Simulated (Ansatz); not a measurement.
# Nb (Pm-3m) in Ansatz: convergence with scf exx energy threshold

Aim: find how far scf exx energy threshold must go before the results for Nb settle, at HSE06. This setting moves, with any that are tied to it; all else stays.

Program: Ansatz 0.2.0. These are calculated values, not measurements. Logs are shortened: lines on timing, memory, paths and dates and some standing lists are left out, and cuts for length are marked.

**1. Starting point**

It takes space group Pm-3m (No. 221, cubic). Conventional cell: a = 2.720 Å, b = 2.720 Å, c = 2.720 Å, α = 90.00°, β = 90.00°, γ = 90.00°. Nb (site symmetry m-3m) is surrounded by 6 Nb at 2.72 Å.

The cell was built by a generator and needn't be a form met in nature.

**2. With scf exx energy threshold 0.01**

Input file input.yaml:

```yaml
crystal:
  lattice:
    - [2.71964, 0.0, 0.0]
    - [0.0, 2.71964, 0.0]
    - [0.0, 0.0, 2.71964]
  atoms:
    - { symbol: Nb, position: [0.5, 0.5, 0.5] }
hamiltonian:
  xc: hse06
  pseudopotentials: { kind: paw }
kpoints:
  mp_grid: { grid: [5, 5, 5] }
scf:
  occupations: { method: methfessel_paxton, width: 0.1 }
  exx: { energy_threshold: 0.01 }
output:
  forces: true
  stress: true
  eigenvalues: true
```

Potentials or basis: Ansatz PAW.

Launch:

```bash
ansatz run input.yaml --threads 2 --pin off --max-ram 5632MiB --backend cpu --events-out ev --progress --plain --runs-dir out
```

It took 2.3 s on 2 threads of AMD EPYC 9R45 (Zen 5), shared host; peak memory 0.56 GiB.

What came out:

- Free energy: -4552.8375 eV
- Pressure: 6.4 GPa
- Band gap on the k mesh: none (metal or under the smearing width)

**3. With scf exx energy threshold 0.001**

input.yaml: that of step 2 with these lines changed.

```diff
@@ -14,3 +14,3 @@
   occupations: { method: methfessel_paxton, width: 0.1 }
-  exx: { energy_threshold: 0.01 }
+  exx: { energy_threshold: 0.001 }
 output:
```

Potentials or basis: Ansatz PAW.

Launch:

```bash
ansatz run input.yaml --threads 2 --pin off --max-ram 5632MiB --backend cpu --events-out ev --progress --plain --runs-dir out
```

It took 2.3 s on 2 threads of AMD EPYC 9R45 (Zen 5), shared host; peak memory 0.54 GiB.

What came out:

```yaml
Free_energy: -4552.8375 eV
Pressure: 6.4 GPa
Band_gap_on_the_k_mesh: none (metal or under the smearing width)
```

**4. With scf exx energy threshold 0.0001**

input.yaml: that of step 3 with these lines changed.

```diff
@@ -14,3 +14,3 @@
   occupations: { method: methfessel_paxton, width: 0.1 }
-  exx: { energy_threshold: 0.001 }
+  exx: { energy_threshold: 0.0001 }
 output:
```

Launch:

```bash
ansatz run input.yaml --threads 2 --pin off --max-ram 5632MiB --backend cpu --events-out ev --progress --plain --runs-dir out
```

Run time: 2.3 s. Hardware: 2 threads of AMD EPYC 9R45 (Zen 5), shared host; peak memory 0.57 GiB.

What came out:

* Free energy: -4552.8375 eV
* Pressure: 6.4 GPa
* Band gap on the k mesh: none (metal or under the smearing width)

**5. With scf exx energy threshold 1e-05**

input.yaml: that of step 4 with these lines changed.

```diff
@@ -14,3 +14,3 @@
   occupations: { method: methfessel_paxton, width: 0.1 }
-  exx: { energy_threshold: 0.0001 }
+  exx: { energy_threshold: 1.0e-05 }
 output:
```

Launch:

```bash
ansatz run input.yaml --threads 2 --pin off --max-ram 5632MiB --backend cpu --events-out ev --progress --plain --runs-dir out
```

It took 2.4 s on 2 threads of AMD EPYC 9R45 (Zen 5), shared host; peak memory 0.56 GiB.

It converged, with:

```
Free energy            : -4552.8375 eV
Pressure               : 6.4 GPa
Band gap on the k mesh : none (metal or under the smearing width)
```

**6. With scf exx energy threshold 1e-06**

input.yaml: that of step 5 with these lines changed.

```diff
@@ -14,3 +14,3 @@
   occupations: { method: methfessel_paxton, width: 0.1 }
-  exx: { energy_threshold: 1.0e-05 }
+  exx: { energy_threshold: 1.0e-06 }
 output:
```

Potentials or basis: Ansatz PAW.

Launch:

```bash
ansatz run input.yaml --threads 2 --pin off --max-ram 5632MiB --backend cpu --events-out ev --progress --plain --runs-dir out
```

Wall time 2.3 s (2 threads of AMD EPYC 9R45 (Zen 5), shared host); peak memory 0.57 GiB.

Results (log left out):

| Quantity | Value |
| --- | --- |
| Free energy | -4552.8375 eV |
| Pressure | 6.4 GPa |
| Band gap on the k mesh | none (metal or under the smearing width) |

**7. With scf exx energy threshold 1e-07**

input.yaml: that of step 6 with these lines changed.

```diff
@@ -14,3 +14,3 @@
   occupations: { method: methfessel_paxton, width: 0.1 }
-  exx: { energy_threshold: 1.0e-06 }
+  exx: { energy_threshold: 1.0e-07 }
 output:
```

Potentials or basis: Ansatz PAW.

Launch:

```bash
ansatz run input.yaml --threads 2 --pin off --max-ram 5632MiB --backend cpu --events-out ev --progress --plain --runs-dir out
```

Output:

```text
Warning: output.stress: scf.convergence.dr2_threshold = 1e-7 eV (the SCF's general default) is looser than the 1e-10 eV advised for a printed stress (1e-10 eV for each atom of the cell: 1). What an SCF threshold leaves in a stress goes as its square root, and in the free energy as the threshold itself, and one threshold admits the most on a small cell: of the crystals measured, under no hybrid functional and no lock of the moments, on runs that ended without the residual-converged pass, on stresses that held no estimate of that error, the worst erred by over 100 MPa in a component at 1e-7 eV an atom and by under 5 at 1e-10. Set scf.convergence.dr2_threshold to 1e-10 eV or tighter. The threshold is an SCF's pass mark: one that does not reach it within its budget of iterations ends unconverged, or closes short of it on a stop that the run arms, and scf.convergence.dr2_threshold's page says what that costs each kind of run
Warning: output.stress: scf.exx.energy_threshold = 1e-7 eV is looser than the 1e-8 eV advised for a stress under a hybrid functional (1e-8 eV for each atom of the cell: 1). Every SCF of the exchange loop can meet its threshold on dr2 while the loop round them stops early: no threshold on dr2 bounds what that leaves in the stress. Set scf.exx.energy_threshold to 1e-8 eV or tighter. The threshold is the loop's pass mark: a loop that does not reach it within its budget of cycles ends unconverged, and scf.exx.energy_threshold's page has the law
Warning: RAYON_NUM_THREADS=2 ignored (pool sized by the plan → 2); use --threads N
Engine: ansatz 0.2.0, x86_64-unknown-linux-gnu
Pseudopotentials: kind: paw
Pseudopotential: Nb, paw, valence charge 13, recommended cutoff 420 eV (normal), Nb.paw.azcp
Functional definition: HSE06
  parameter a = 0.25
  parameter omega = 0.11/bohr
  exchange = pbe_x - a*pbe_x_sr(omega) + a*exact_x_sr(omega)
  correlation = pbe_c
Crystal: 1 atoms, lattice volume = 20.116 Å³
Basis set: ecut = 420 eV, 389 PW (Γ), exchange–correlation on 40×40×40 points (8 copies of the dense FFT grid, shifted against one another)
Bands: 11, of which v1, the nominal top of the filled ones, is band 7 counted from 1 (6 counted from 0)
Symmetry: 48 space group operations
Space group: Pm-3m (ITA 221), of the structure as read, at distance tolerance 2.7e-5 Å
k-points: 10 of 125
Non-local potential: Nb, projectors of the file, l = 0: 3, l = 1: 2, l = 2: 2, l = 3: 1
PAW form: soft (Blöchl's): semilocal exchange-correlation on the pseudo side does not see the compensation charge
PAW frozen core: Nb, regenerated for the run's functional, and the local potential with it (the file was generated under x = pbe(κ = 0.804, μ = 0.2195149727645171), c = pbe(β = 0.06672455060314922))
PAW one-centre angular grid: Nb, 590 points (default); XC on 64 Gauss nodes
Initial density: superposition of atomic densities (neutral atoms: chi_scale 0, normalization atom), corrected by the library's trained network
Initial wavefunctions: pseudopotential atomic-orbital guess
Functional: x = pbe(κ = 0.804, μ = 0.2195149727645171), c = pbe(β = 0.06672455060314922), warm-up for x = pbe(κ = 0.804, μ = 0.2195149727645171) + 0.25 (exact − pbe) at short range (hse, ω = 0.20786987370883472 Å⁻¹), c = pbe(β = 0.06672455060314922); HSE06 as pw.x's `hse` composes it (authors' and Libxc's form: `xc: wpbeh`)
SCF iter   1: F=—  HF=-4550.960052 eV  |F-HF|=—  |Δ(HF+E_count)|=         —  Δρ=6.07e-3  dr2=3.80e-3  ethr=1.77e-3  ⟨swp⟩=6.8  Hψ=432  notcnv=0
preconditioner: auto → none  [metal: Δε(μ)=0.035 eV  Ē_g=6.585 eV  σ=0.100 eV  W_gap=0.29  n_scr=6 (ndim 8)  ℏωp=18.5 eV  f_vac=0.000  D(μ)=6.03/eV (n_scr^D=146)  sad-step TF]
SCF iter   2: F=—  HF=-4550.959831 eV  |F-HF|=—  |Δ(HF+E_count)|=   2.21e-4  S|Δr|=    0.00e0  Δρ=3.37e-3  dr2=1.32e-3  ethr=2.92e-5  ⟨swp⟩=2.2  Hψ=186  notcnv=0
iter 3 solved again at ethr=8.43e-8 eV; its pass at ethr=1.01e-5 eV (dr2=1.10e-5 eV) is discarded
SCF iter   3: F=—  HF=-4550.959662 eV  |F-HF|=—  |Δ(HF+E_count)|=   1.69e-4  S|Δr|=    0.00e0  Δρ=2.99e-4  dr2=1.14e-5  ethr=8.43e-8  ⟨swp⟩=3.0  Hψ=398  notcnv=0
SCF iter   4: F=—  HF=-4550.959665 eV  |F-HF|=—  |Δ(HF+E_count)|=   2.82e-6  S|Δr|=    0.00e0  Δρ=1.56e-4  dr2=4.92e-6  ethr=8.43e-8  ⟨swp⟩=3.0  Hψ=236  notcnv=0
[... 30 lines left out ...]
Exchange kernel: α = 0.2500, screened, ω = 0.2079 Å⁻¹, Wigner–Seitz truncation, v(0) = 1011.5704 eV·Å³, q-mesh 5×5×5, nearest image of the exchange supercell L = 13.60 Å, pair-density grid 15×15×15, without the augmentation charges, whose exchange is taken in its separable form by FFT convolution over the k-point mesh (sized by the pseudopotential files, 18×18×18 at the most), smooth part of the exact exchange by density-matrix convolution
Frozen-core exchange: fock
SCF iter   1: F=—  HF=-4552.837473 eV  |F-HF|=—  |Δ(HF+E_count)|=         —  Δρ=1.16e-5  dr2=5.50e-9  ethr=1.41e-9  ⟨swp⟩=4.2  Hψ=292  notcnv=0
preconditioner: auto → none  [insulator: Δε(μ)=0.126 eV  Ē_g=7.622 eV  σ=0.100 eV  W_gap=0.84  n_scr=6 (ndim 8)  ℏωp=18.5 eV  f_vac=0.000  D(μ)=3.09/eV (n_scr^D=56)]
SCF iter   2: F=—  HF=-4552.837473 eV  |F-HF|=—  |Δ(HF+E_count)|=   3.00e-9  S|Δr|=    0.00e0  Δρ=6.84e-6  dr2=1.76e-9  ethr=3.50e-11  ⟨swp⟩=2.6  Hψ=190  notcnv=0
SCF iter   3: F=-4552.837473 eV  HF=-4552.837473 eV  |F-HF|=1.46e-11  |Δ(HF+E_count)|=  3.13e-10  S|Δr|=    0.00e0  Δρ=4.70e-7  dr2=5.33e-11  ethr=1.29e-11  ⟨swp⟩=2.1  Hψ=180  notcnv=0  defer=1
SCF 4 converged in 3 iterations: F = -4552.837473 eV  dr2 = 5.33e-11
  Residual-converged pass: ⟨swp⟩=3.0  Hψ=198  notcnv=0  max |occ|·‖R‖ = 7.7e-7 eV (tolerance 7.7e-7 eV)  dr2=5.31e-11  dr2_onsite=1.94e-12  max |Δocc| = 9.7e-13
hybrid outer 3: dexx = +6.218e-9 eV, tail = 1.39e-10 eV, Δε = 1.53e-4 eV (about 1.26e-5 eV left of the loop's levels), ΔF = 1.37e-29 eV/Å (tail 4.58e-30)
hybrid SCF converged: 3 outer / 12 inner (+7 warm-up), last move |dexx| = 6.22e-9 eV, tail = 1.39e-10 eV
Stability not checked: this state was not tested for a lower state beside it, because the functional holds exact exchange (a hybrid, or Hartree-Fock), whose exchange loop this test does not read (fock_operator; see scf.lower_state_search)
Free energy (F): -4552.837473 eV
Frozen-core exchange: fock
Harris-Foulkes:  -4552.837473 eV  (|F-HF|=1.46e-11)
Internal energy: -4552.836838 eV  (E = F + TS)
E sigma→0 (E₀):  -4552.837314 eV
Entropy (-TS):   -0.000635 eV (-0.635 meV/atom)
Fermi energy:    15.543502 eV
--- Per-component energies (eV) ---
  E_band       = -120.098540
  E_kinetic    = 395.175499
  E_local      = -803.671682  (includes V_loc(G=0)·N_el)
  E_nonlocal   = 120.337342
  E_hartree    = 255.744157
  E_xc         = -140.402103
  E_vxc        = -168.864163  (∫ρ·V_xc dr)
  E_exx        = -36.103939  (= α·E_x^exact, valence–valence)
  E_paw        = -3074.088413  (= ΣΔE_a)
  E_vpaw       = -102.356092  (= ΣTr[D̂ρ^β])
  E_aug_tail   = 0.000008  (compensation charges beyond the density's cutoff)
  E_ewald      = -1269.410134
  E_core_change = -0.417572  (= ΣΔE_core)
  E_smearing   = -0.000635  (= −TS)
  E_closure    = 0.000000  (closes the sum)
  Σ components = -4552.837473   (vs F -4552.837473, Δ=0.00e0)
--- Forces (eV/Å), atoms counted from 1 ---
  atom   1  Nb     0.00000000    -0.00000000     0.00000000
  max |Σ_I F_I| component: 2.63e-29 eV/Å
--- Stress (GPa, compression-positive) ---
        6.359838       0.000000       0.000000
       -0.000000       6.359838       0.000000
        0.000000       0.000000       6.359838
  P = ⅓ Tr σ = 6.3598 GPa (63.598 kbar)
--- Band table (eV; the first three rows and the last of 10) ---
  k-point 0: bands = ["-42.7456", "-16.5507", "-16.5507", "-16.5507", "9.1278", "12.1095", "12.1095", "21.9194", "21.9194", "21.9194", "31.1371"]
  k-point 1: bands = ["-42.6741", "-17.1550", "-16.5024", "-16.5024", "10.2369", "12.4491", "13.5455", "20.3621", "20.3621", "22.0448", "27.6406"]
  k-point 2: bands = ["-42.5558", "-18.0555", "-16.4228", "-16.4228", "12.1339", "13.0708", "15.8146", "18.5640", "18.5640", "22.2557", "25.8533"]
  k-point 9: bands = ["-42.2020", "-17.6341", "-17.6094", "-17.6094", "13.0372", "13.8189", "13.8189", "21.6441", "21.6441", "24.9676", "25.8763"]
```

Wall time 2.5 s (2 threads of AMD EPYC 9R45 (Zen 5), shared host); peak memory 0.56 GiB.

What came out:

- Free energy: -4552.8375 eV
- Pressure: 6.4 GPa
- Band gap on the k mesh: none (metal or under the smearing width)

**8. The series at a glance**

| scf exx energy threshold | energy less the tightest run, at zero smearing (meV/atom) | SCF cycles | CPU time (s) | peak memory (GiB) |
| --- | --- | --- | --- | --- |
| 0.01 | 0.00 | 15 | 4 | 0.56 |
| 0.001 | 0.00 | 15 | 4 | 0.54 |
| 0.0001 | 0.00 | 15 | 4 | 0.57 |
| 1e-05 | 0.00 | 15 | 4.1 | 0.56 |
| 1e-06 | 0.00 | 16 | 4 | 0.57 |
| 1e-07 | 0.00 | 19 | 4.4 | 0.56 |

Against the tightest run, the energy stays within 1 meV/atom from 0.01 on. The tightest run that finished is the yardstick and may itself not be fully converged.

Caveats: all runs use coarse meshes; the PAW data sets come from PBE, with cores solved anew for the run's functional, which leaves a small shift of forces and pressure; the thresholds are loose for stress.
